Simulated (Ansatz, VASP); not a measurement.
**Al: VASP beside Ansatz**

```xyz
1
Lattice="2.6174 0.0000 0.0000 0.0000 2.6174 0.0000 0.0000 0.0000 2.6174" Properties=species:S:1:pos:R:3 pbc="T T T"
Al    0.0000    0.0000    0.0000
```

The cell was built by a generator and needn't be a form met in nature.

Alike in both runs: task relaxation of cell and atoms; functional BLYP; k mesh 12 × 12 × 12; occupations fermi-dirac, width 0.1 eV; no spin polarisation.

|  | VASP | Ansatz |
| --- | --- | --- |
| version | VASP 6.6.1 | Ansatz 0.2.0 |
| potentials or method | VASP PAW PBE potentials, release 64 (Al) | plane waves (420 eV) with PAW, scalar-relativistic |
| plane-wave cutoff (eV) | 600 | 420 |
| valence electrons in the cell | 3 | 3 |

```csv
,VASP,Ansatz,Ansatz less VASP
relaxed volume (Å³/atom),21.69,21.67,-0.021
relaxed cell length with the largest relative difference (Å),2.789,2.788,-0.0009
energy change over the relaxation (meV/atom),-120,-118,+2.2
```

Caveats: the volume moved by over 15 % at a fixed basis, so the end points are rough (VASP); the PAW data sets were made with another functional, which shifts forces and pressure a little (VASP).
